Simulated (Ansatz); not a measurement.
# Ge (I4_1/amd) in Ansatz: a series of runs

The runs below take Ge through single point, equation of state, with r2SCAN.

Everything below comes from runs of Ansatz 0.2.0. Logs are shortened: lines on timing, memory, paths and dates and some standing lists are left out, and cuts for length are marked.

## 1. Starting point

The structure is tetragonal, space group I4_1/amd (No. 141). The conventional cell has a = 5.149 Å, b = 5.149 Å, c = 2.795 Å, α = 90.00°, β = 90.00°, γ = 90.00°. Ge (site symmetry -4m2) has 6 Ge at 2.67 to 2.79 Å as nearest neighbours.

This isn't the form of Ge at room conditions, which is diamond.

## 2. Single point, r2SCAN, 17.41 Å³/atom (volume scaled by 0.94)

Input file input.yaml:

```yaml
crystal:
  lattice:
    - [-2.5219343658, 2.5219343658, 1.3688860134]
    - [2.5219343658, -2.5219343658, 1.3688860134]
    - [2.5219343658, 2.5219343658, -1.3688860134]
  atoms:
    - { symbol: Ge, position: [0.5, 0.5, 0.0] }
    - { symbol: Ge, position: [0.25, 0.75, 0.5] }
hamiltonian:
  xc: r2scan
  pseudopotentials: { kind: paw }
kpoints:
  mp_grid: { grid: [11, 11, 11] }
scf:
  occupations: { method: fermi_dirac, width: 0.05 }
output:
  forces: true
  stress: true
  eigenvalues: true
```

Potentials or basis: Ansatz PAW.

Launch:

```console
$ ansatz run input.yaml --threads 2 --pin off --max-ram 5632MiB --backend cpu --events-out ev --progress --plain --runs-dir out
```

The program printed:

```text
Warning: RAYON_NUM_THREADS=2 ignored (pool sized by the plan → 2); use --threads N
Engine: ansatz 0.2.0, x86_64-unknown-linux-gnu
Pseudopotentials: kind: paw
Pseudopotential: Ge, paw, valence charge 14, recommended cutoff 500 eV (meta_gga), Ge.paw.azcp
Functional definition: r2SCAN
  parameter k0 = 0.174
  parameter k1 = 0.065
  parameter a1 = 4.9479
  exchange = r2scan_x(k0 = k0, k1 = k1, a1 = a1)
  correlation = r2scan_c
Crystal: 2 atoms, lattice volume = 34.825 Å³
Basis set: ecut = 500 eV, 869 PW (Γ), exchange–correlation on 120×120×120 points (64 copies of the dense FFT grid, shifted against one another)
Bands: 18, of which v1, the nominal top of the filled ones, is band 14 counted from 1 (13 counted from 0)
Symmetry: 16 space group operations
Space group: I41/amd (ITA 141), of the structure as read, at distance tolerance 3.3e-5 Å
k-points: 126 of 1331
Non-local potential: Ge, projectors of the file, l = 0: 2, l = 1: 2, l = 2: 3, l = 3: 1
PAW form: soft (Blöchl's): semilocal exchange-correlation on the pseudo side does not see the compensation charge
PAW frozen core: Ge, regenerated for the run's functional (the file was generated under x = pbe(κ = 0.804, μ = 0.2195149727645171), c = pbe(β = 0.06672455060314922))
PAW one-centre angular grid: Ge, 590 points (default); XC on 160 Gauss nodes
Initial density: superposition of atomic densities (neutral atoms: chi_scale 0, normalization atom), corrected by the library's trained network
Initial wavefunctions: pseudopotential atomic-orbital guess
Functional: x = r2scan, c = r2scan; τ floored in thin density (d = 2e-4 eV/Å³)
SCF iter   1: F=—  HF=-8605.005045 eV  |F-HF|=—  |Δ(HF+E_count)|=         —  Δρ=7.08e-3  dr2=5.61e-3  dr2_τ=2.72e-3  ethr=1.77e-3  ⟨swp⟩=5.7  Hψ=9622  notcnv=0
preconditioner: auto → Kerker (q_TF=auto, 2.631 Å⁻¹)  [metal: Δε(μ)=0.079 eV  Ē_g=24.865 eV  σ=0.050 eV  W_gap=0.37  n_scr=16 (ndim 8)  ℏωp=33.3 eV  f_vac=0.000  D(μ)=0.74/eV (n_scr^D=4)]
SCF iter   2: F=—  HF=-8605.040252 eV  |F-HF|=—  |Δ(HF+E_count)|=   3.52e-2  Δρ=2.83e-3  dr2=1.31e-3  dr2_τ=2.26e-5  ethr=2.00e-5  ⟨swp⟩=2.0  Hψ=5540  notcnv=0  defer=4
SCF iter   3: F=—  HF=-8605.040982 eV  |F-HF|=—  |Δ(HF+E_count)|=   7.30e-4  Δρ=1.82e-3  dr2=6.58e-4  dr2_τ=7.02e-6  ethr=4.67e-6  ⟨swp⟩=1.0  Hψ=2264  notcnv=0  defer=4
SCF iter   4: F=—  HF=-8605.041400 eV  |F-HF|=—  |Δ(HF+E_count)|=   4.18e-4  Δρ=3.26e-4  dr2=2.45e-5  dr2_τ=2.19e-7  ethr=2.35e-6  ⟨swp⟩=2.0  Hψ=2773  notcnv=0  defer=4
SCF iter   5: F=—  HF=-8605.041412 eV  |F-HF|=—  |Δ(HF+E_count)|=   1.18e-5  Δρ=7.02e-5  dr2=1.88e-6  dr2_τ=1.30e-8  ethr=8.75e-8  ⟨swp⟩=2.3  Hψ=3910  notcnv=0  defer=4
SCF iter   6: F=-8605.041414 eV  HF=-8605.041414 eV  |F-HF|=1.26e-8  |Δ(HF+E_count)|=   1.23e-6  Δρ=1.16e-5  dr2=2.75e-8  dr2_τ=3.44e-10  ethr=3.57e-10  ⟨swp⟩=3.1  Hψ=8355  notcnv=0
SCF 1 converged in 6 iterations: F = -8605.041414 eV  dr2 = 2.75e-8
SCF converged after 6 iterations
Free energy (F): -8605.041414 eV
Harris-Foulkes:  -8605.041414 eV  (|F-HF|=1.26e-8)
Internal energy: -8605.035258 eV  (E = F + TS)
E sigma→0 (E₀):  -8605.038336 eV
Entropy (-TS):   -0.006155 eV (-3.078 meV/atom)
Fermi energy:    12.126810 eV
--- Per-component energies (eV) ---
  E_band       = -215.361908
  E_kinetic    = 223.270330
  E_local      = -4192.108913  (includes V_loc(G=0)·N_el)
  E_nonlocal   = 836.846647
  E_hartree    = 1845.348764
  E_xc         = -139.325893
  E_vxc        = -137.583573  (∫ρ·V_xc dr)
  E_paw        = -4064.557014  (= ΣΔE_a)
  E_vpaw       = -644.277293  (= ΣTr[D̂ρ^β])
  E_aug_tail   = 0.000027  (compensation charges beyond the density's cutoff)
  E_vtau       = 7.797938  (kinetic-family band-sum trace: ∫τ·v_τ [+ j·A + Jᵃ·Aᵃ] dr)
  E_ewald      = -3112.337674
  E_core_change = -2.171532  (= ΣΔE_core)
  E_smearing   = -0.006155  (= −TS)
  E_closure    = 0.000000  (closes the sum)
  Σ components = -8605.041414   (vs F -8605.041414, Δ=0.00e0)
--- Forces (eV/Å), atoms counted from 1 ---
  atom   1  Ge     0.00000000    -0.00000000     0.00000000
  atom   2  Ge    -0.00000000    -0.00000000     0.00000000
  max |Σ_I F_I| component: 2.78e-17 eV/Å
--- Stress (GPa, compression-positive) ---
        6.111408       0.000000      -0.000000
        0.000000       6.111408      -0.000000
        0.000000       0.000000       6.654584
  P = ⅓ Tr σ = 6.2925 GPa (62.925 kbar)
--- Band table (eV; the first three rows and the last of 126) ---
  k-point 0: bands = ["-13.4428", "-13.3857", "-13.3496", "-13.3483", "-13.2090", "-13.2090", "-13.2020", "-13.2020", "-13.1215", "-13.0438", "-2.4431", "8.1727", "9.3309", "9.3309", "15.6645", "20.5012", "20.5012", "21.1601"]
  k-point 1: bands = ["-13.4373", "-13.3868", "-13.3527", "-13.3431", "-13.2115", "-13.2063", "-13.2004", "-13.1999", "-13.1249", "-13.0496", "-2.3423", "7.0393", "9.4425", "10.2398", "16.1721", "19.3178", "19.9812", "21.3255"]
  k-point 2: bands = ["-13.4211", "-13.3896", "-13.3608", "-13.3281", "-13.2196", "-13.1993", "-13.1968", "-13.1939", "-13.1350", "-13.0660", "-2.0399", "5.4378", "9.7757", "11.2535", "17.6062", "17.6667", "18.8102", "21.0735"]
  k-point 125: bands = ["-13.3936", "-13.3931", "-13.2526", "-13.2399", "-13.2167", "-13.2120", "-13.2050", "-13.1979", "-13.1971", "-13.1946", "2.2218", "2.6254", "5.5096", "5.9163", "18.9101", "18.9233", "23.9127", "24.3378"]
```

Run time: 10 s. Hardware: 2 threads of AMD EPYC (Zen 3), shared host; peak memory 0.5 GiB.

Results:

| Quantity | Value |
| --- | --- |
| Free energy | -8605.0414 eV |
| Pressure | 6.3 GPa |
| Band gap on the k mesh | none (metal or under the smearing width) |

Caveat: the PAW data sets come from PBE, with cores solved anew for the run's functional, which leaves a small shift of forces and pressure.

## 3. Single point, r2SCAN, 17.78 Å³/atom (volume scaled by 0.96)

Input file input.yaml:

```yaml
crystal:
  lattice:
    - [-2.5396950521, 2.5396950521, 1.3785263734]
    - [2.5396950521, -2.5396950521, 1.3785263734]
    - [2.5396950521, 2.5396950521, -1.3785263734]
  atoms:
    - { symbol: Ge, position: [0.5, 0.5, 0.0] }
    - { symbol: Ge, position: [0.25, 0.75, 0.5] }
hamiltonian:
  xc: r2scan
  pseudopotentials: { kind: paw }
kpoints:
  mp_grid: { grid: [11, 11, 11] }
scf:
  occupations: { method: fermi_dirac, width: 0.05 }
output:
  forces: true
  stress: true
  eigenvalues: true
  write_density: true
  write_potential: true
  elf: true
  volumetric_format: npy
```

Potentials or basis: Ansatz PAW.

Launch:

```console
$ ansatz run input.yaml --threads 2 --pin off --max-ram 5632MiB --backend cpu --events-out ev --progress --plain --runs-dir out
```

Run time: 13 s. Hardware: 2 threads of AMD EPYC (Zen 3), shared host; peak memory 0.51 GiB.

The run converged. Its results:

```yaml
Free_energy: -8605.0656 eV
Pressure: 4.2 GPa
Band_gap_on_the_k_mesh: none (metal or under the smearing width)
```

Caveat: the PAW data sets come from PBE, with cores solved anew for the run's functional, which leaves a small shift of forces and pressure.

## 4. Single point, r2SCAN, 18.15 Å³/atom (volume scaled by 0.98)

Input file input.yaml:

```yaml
crystal:
  lattice:
    - [-2.5572107439, 2.5572107439, 1.3880337523]
    - [2.5572107439, -2.5572107439, 1.3880337523]
    - [2.5572107439, 2.5572107439, -1.3880337523]
  atoms:
    - { symbol: Ge, position: [0.5, 0.5, 0.0] }
    - { symbol: Ge, position: [0.25, 0.75, 0.5] }
hamiltonian:
  xc: r2scan
  pseudopotentials: { kind: paw }
kpoints:
  mp_grid: { grid: [11, 11, 11] }
scf:
  occupations: { method: fermi_dirac, width: 0.05 }
output:
  forces: true
  stress: true
  eigenvalues: true
```

Launch:

```console
$ ansatz run input.yaml --threads 2 --pin off --max-ram 5632MiB --backend cpu --events-out ev --progress --plain --runs-dir out
```

Run time: 12 s. Hardware: 2 threads of AMD EPYC (Zen 3), shared host; peak memory 0.5 GiB.

Results (log left out):

```
Free energy            : -8605.0806 eV
Pressure               : 2.3 GPa
Band gap on the k mesh : none (metal or under the smearing width)
```

Caveat: the PAW data sets come from PBE, with cores solved anew for the run's functional, which leaves a small shift of forces and pressure.

## 5. Single point, r2SCAN, 18.52 Å³/atom

input.yaml, as its differences from that of step 4:

```diff
@@ -2,5 +2,5 @@
   lattice:
-    - [-2.5572107439, 2.5572107439, 1.3880337523]
-    - [2.5572107439, -2.5572107439, 1.3880337523]
-    - [2.5572107439, 2.5572107439, -1.3880337523]
+    - [-2.574489719, 2.574489719, 1.3974126432]
+    - [2.574489719, -2.574489719, 1.3974126432]
+    - [2.574489719, 2.574489719, -1.3974126432]
   atoms:
```

Launch:

```console
$ ansatz run input.yaml --threads 2 --pin off --max-ram 5632MiB --backend cpu --events-out ev --progress --plain --runs-dir out
```

Wall time 11 s (2 threads of AMD EPYC (Zen 3), shared host); peak memory 0.5 GiB.

It converged, with:

| Quantity | Value |
| --- | --- |
| Free energy | -8605.0874 eV |
| Pressure | 0.6 GPa |
| Band gap on the k mesh | none (metal or under the smearing width) |

Caveat: the PAW data sets come from PBE, with cores solved anew for the run's functional, which leaves a small shift of forces and pressure.

## 6. Single point, r2SCAN, 18.89 Å³/atom (volume scaled by 1.02)

input.yaml, as its differences from that of step 5:

```diff
@@ -2,5 +2,5 @@
   lattice:
-    - [-2.574489719, 2.574489719, 1.3974126432]
-    - [2.574489719, -2.574489719, 1.3974126432]
-    - [2.574489719, 2.574489719, -1.3974126432]
+    - [-2.5915398167, 2.5915398167, 1.4066673013]
+    - [2.5915398167, -2.5915398167, 1.4066673013]
+    - [2.5915398167, 2.5915398167, -1.4066673013]
   atoms:
```

Potentials or basis: Ansatz PAW.

Launch:

```console
$ ansatz run input.yaml --threads 2 --pin off --max-ram 5632MiB --backend cpu --events-out ev --progress --plain --runs-dir out
```

Wall time 10 s (2 threads of AMD EPYC (Zen 3), shared host); peak memory 0.51 GiB.

It converged, with:

```yaml
Free_energy: -8605.0868 eV
Pressure: -0.9 GPa
Band_gap_on_the_k_mesh: none (metal or under the smearing width)
```

Caveat: the PAW data sets come from PBE, with cores solved anew for the run's functional, which leaves a small shift of forces and pressure.

## 7. Single point, r2SCAN, 19.27 Å³/atom (volume scaled by 1.04)

input.yaml, as its differences from that of step 6:

```diff
@@ -2,5 +2,5 @@
   lattice:
-    - [-2.5915398167, 2.5915398167, 1.4066673013]
-    - [2.5915398167, -2.5915398167, 1.4066673013]
-    - [2.5915398167, 2.5915398167, -1.4066673013]
+    - [-2.6083684688, 2.6083684688, 1.4158017605]
+    - [2.6083684688, -2.6083684688, 1.4158017605]
+    - [2.6083684688, 2.6083684688, -1.4158017605]
   atoms:
```

Launch:

```console
$ ansatz run input.yaml --threads 2 --pin off --max-ram 5632MiB --backend cpu --events-out ev --progress --plain --runs-dir out
```

It took 9.1 s on 2 threads of AMD EPYC (Zen 3), shared host; peak memory 0.51 GiB.

Results (log left out):

```yaml
Free_energy: -8605.0797 eV
Pressure: -2.2 GPa
Band_gap_on_the_k_mesh: none (metal or under the smearing width)
```

Caveat: the PAW data sets come from PBE, with cores solved anew for the run's functional, which leaves a small shift of forces and pressure.

## 8. Single point, r2SCAN, 19.64 Å³/atom (volume scaled by 1.06)

input.yaml, as its differences from that of step 7:

```diff
@@ -2,5 +2,5 @@
   lattice:
-    - [-2.6083684688, 2.6083684688, 1.4158017605]
-    - [2.6083684688, -2.6083684688, 1.4158017605]
-    - [2.6083684688, 2.6083684688, -1.4158017605]
+    - [-2.6249827287, 2.6249827287, 1.4248198492]
+    - [2.6249827287, -2.6249827287, 1.4248198492]
+    - [2.6249827287, 2.6249827287, -1.4248198492]
   atoms:
```

Launch:

```console
$ ansatz run input.yaml --threads 2 --pin off --max-ram 5632MiB --backend cpu --events-out ev --progress --plain --runs-dir out
```

Run time: 9.4 s. Hardware: 2 threads of AMD EPYC (Zen 3), shared host; peak memory 0.51 GiB.

The run converged. Its results:

- Free energy: -8605.0666 eV
- Pressure: -3.4 GPa
- Band gap on the k mesh: none (metal or under the smearing width)

Caveat: the PAW data sets come from PBE, with cores solved anew for the run's functional, which leaves a small shift of forces and pressure.

## 9. Equation of state, r2SCAN

Potentials or basis: Ansatz PAW.

No new run: the results of the series are fitted here.

Results:

* Equilibrium volume: 18.68 Å³/atom
* Bulk modulus at fixed shape and positions: 76 GPa
* Pressure derivative of the bulk modulus: 4.5

Energy against volume, from the lowest point:
```
volume (Å³/atom)  energy (meV/atom)
          17.413              22.98
          17.783              10.89
          18.154               3.40
          18.524               0.00
          18.895               0.27
          19.265               3.84
          19.636              10.37
```

Caveat: the cell was scaled at fixed shape and fractional positions, which overstates the stiffness of a crystal with free parameters, most of all of layers and chains; the PAW data sets were made with another functional, which shifts forces and pressure a little.
